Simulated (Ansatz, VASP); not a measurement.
**One calculation of Cd, two programs**

```xyz
1
Lattice="0.0000 1.9121 1.9121 1.9121 0.0000 1.9121 1.9121 1.9121 0.0000" Properties=species:S:1:pos:R:3 pbc="T T T"
Cd    0.0000    0.0000    0.0000
```

Change from the starting cell: volume scaled by 0.613, to set the pressure.

Alike in both runs: task single point; functional PBE; k mesh 17 × 17 × 17; occupations fermi-dirac, width 0.05 eV; no spin polarisation.

|  | VASP | Ansatz |
| --- | --- | --- |
| version | VASP 6.6.1 | Ansatz 0.2.0 |
| potentials or method | VASP PAW PBE potentials, release 64 (Cd) | PAW with Ansatz's default frozen-core files, scalar-relativistic |
| plane-wave cutoff (eV) | 520 | 420 |
| valence electrons in the cell | 12 | 20 |

|  | VASP | Ansatz | Ansatz less VASP |
| --- | --- | --- | --- |
| pressure (GPa) | 86.4 | 83.7 | -2.74 |

The two sets of potentials don't hold the same shells in valence.

Caveats: the cell as given lies far from equilibrium; so large a pressure means that the cell lies far from this level's equilibrium, or that cutoff or potentials fall short (VASP).
